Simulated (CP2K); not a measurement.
Input of a CP2K 2026.2 run:

The input tepb_scf.inp:

```
&GLOBAL
  PROJECT tepb_scf
  RUN_TYPE ENERGY_FORCE
  PRINT_LEVEL LOW
&END GLOBAL
&FORCE_EVAL
  METHOD QS
  STRESS_TENSOR ANALYTICAL
  &DFT
    BASIS_SET_FILE_NAME BASIS_MOLOPT_UZH
    POTENTIAL_FILE_NAME POTENTIAL_UZH
    &MGRID
      CUTOFF 450
      REL_CUTOFF 60
      NGRIDS 4
    &END MGRID
    &QS
      METHOD GPW
      EPS_DEFAULT 1.0E-10
    &END QS
    &KPOINTS
      SCHEME MONKHORST-PACK 7 7 7
      GAMMA_CENTERED T
      SYMMETRY T
      SYMMETRY_BACKEND SPGLIB
    &END KPOINTS
    &SCF
      SCF_GUESS ATOMIC
      EPS_SCF 1.0E-6
      MAX_SCF 100
      ADDED_MOS 10
      CHOLESKY OFF
      EPS_EIGVAL 1.0E-7
      &DIAGONALIZATION ON
        ALGORITHM STANDARD
      &END DIAGONALIZATION
      &MIXING ON
        METHOD BROYDEN_MIXING
        ALPHA 0.4
        BETA 1.5
        NBUFFER 8
      &END MIXING
      &SMEAR ON
        METHOD GAUSSIAN
        SIGMA [eV] 0.019000000000000003
      &END SMEAR
    &END SCF
    &XC
      &XC_FUNCTIONAL PBE
      &END XC_FUNCTIONAL
    &END XC
    &PRINT
      &KPOINTS ON
      &END KPOINTS
      &MULLIKEN ON
      &END MULLIKEN
      &MO ON
        ENERGIES T
        OCCUPATION_NUMBERS T
        &EACH
          QS_SCF 0
        &END EACH
        ADD_LAST NUMERIC
      &END MO
      &E_DENSITY_CUBE ON
        STRIDE 1
      &END E_DENSITY_CUBE
      &V_HARTREE_CUBE ON
        STRIDE 1
      &END V_HARTREE_CUBE
      &ELF_CUBE ON
        STRIDE 1
      &END ELF_CUBE
    &END PRINT
  &END DFT
  &SUBSYS
    &CELL
      A 4.5693240200 0.0000000000 0.0000000000
      B 2.2846620100 3.9571506795 0.0000000000
      C 2.2846620100 1.3190502265 3.7308374395
      PERIODIC XYZ
    &END CELL
    &COORD
      SCALED
      Pb  0.0000000000 0.0000000000 0.0000000000
      Te  0.5000000000 0.5000000000 0.5000000000
    &END COORD
    &KIND Pb
      BASIS_SET TZVP-MOLOPT-PBE-GTH-q4
      POTENTIAL GTH-PBE-q4
    &END KIND
    &KIND Te
      BASIS_SET TZVP-MOLOPT-PBE-GTH-q6
      POTENTIAL GTH-PBE-q6
    &END KIND
    &PRINT
      &ATOMIC_COORDINATES ON
      &END ATOMIC_COORDINATES
      &CELL ON
      &END CELL
      &SYMMETRY ON
      &END SYMMETRY
    &END PRINT
  &END SUBSYS
  &PRINT
    &FORCES ON
    &END FORCES
    &STRESS_TENSOR ON
    &END STRESS_TENSOR
  &END PRINT
&END FORCE_EVAL
```

Potentials or basis: POTENTIAL_UZH Pb GTH-PBE-q4, Te GTH-PBE-q6; TZVP-MOLOPT-PBE-GTH basis.

The run is started by

```sh
$ OMP_NUM_THREADS=1 cp2k.psmp -i tepb_scf.inp -o tepb_scf.out
```

Task: Predict the pressure.

Result: 2.7 GPa.

Task: Estimate the Mulliken charges.

Result: Pb +0.55; Te -0.55 e.

Caveat: the basis of atomic orbitals isn't converged, which shifts pressures, moduli and gaps. The run has no spin-orbit coupling, so splittings on Pb, Te are missing.
